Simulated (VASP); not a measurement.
# Na2HF: single point with PBE

Na2HF:

```
Na H F
1.0
     3.29343    0.00000    0.00000
    -1.64671    2.85219    0.00000
     0.00000    0.00000    5.78083
Na H F
2 1 1
Cartesian
  1.6467 0.9507 1.4672
  1.6467 0.9507 4.3136
  0.0000 0.0000 0.0000
  0.0000 1.9015 2.8904
```

The cell was built by a generator and needn't be a form met in nature.

| Property | Result |
| --- | --- |
| Program | VASP 6.6.1 |
| Task | single point |
| Functional | PBE |
| Potentials or basis | VASP PAW PBE potentials, release 64 (Na_pv, H, F) |
| Cutoff | 520 eV |
| k mesh | 9 × 9 × 4 |
| Occupations | gaussian, width 0.02 eV |
| Spin | no spin polarisation |

```yaml
Pressure: -0.1 GPa
Largest_force: 0.004 eV/Å
Band_gap_on_the_k_mesh: 3.19 eV, indirect (least direct gap 5.12 eV)
```

Forces on the atoms (eV/Å):
```
Na   0.000  0.000 -0.004
Na   0.000  0.000  0.004
H    0.000  0.000  0.000
F    0.000  0.000  0.000
```

Levels at points of the mesh, in eV from the valence-band top:
```tsv
k point	band 9	band 10	band 11	band 12	band 13	band 14
(0.00, 0.00, 0.00)	-2.86	-2.86	-2.64	5.30	5.65	11.31
(0.00, 0.00, 0.50)	-2.86	-2.86	-1.94	3.19	9.53	9.67
```

Wall time 10 s on 1 thread of Intel(R) Xeon(R) 6975P-C (Granite Rapids) (shared host), peak memory 0.18 GiB.

Caveat: an odd mesh through Γ misses points on the zone boundary, where band edges often lie. Expect the measured gap to be larger: semilocal functionals such as PBE lack the derivative discontinuity.
